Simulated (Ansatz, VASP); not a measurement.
**One calculation of HfH3, two programs**

```
Hf H
1.0
     3.08455    0.00000    0.00000
     0.00000    3.08455    0.00000
     0.00000    0.00000    3.08455
Hf H
1 3
Cartesian
  0.0000 0.0000 0.0000
  0.0000 1.5423 1.5423
  1.5423 0.0000 1.5423
  1.5423 1.5423 0.0000
```

The cell comes from a database or a generator and needn't be the stable form of this composition.

Alike in both runs: task single point; functional LDA; k mesh 9 × 9 × 9; occupations fermi-dirac, width 0.1 eV; no spin polarisation.

```csv
,VASP,Ansatz
version,VASP 6.6.1,Ansatz 0.2.0
potentials or method,"VASP PAW LDA potentials, release 64 (Hf_pv, H)","plane waves, PAW"
plane-wave cutoff (eV),520,420
valence electrons in the cell,13,29
```

|  | VASP | Ansatz | Ansatz less VASP |
| --- | --- | --- | --- |
| pressure (GPa) | -6.9 | -6.6 | +0.29 |

The two sets of potentials don't hold the same shells in valence.

Spin-orbit coupling is left out, which matters for the levels of Hf.
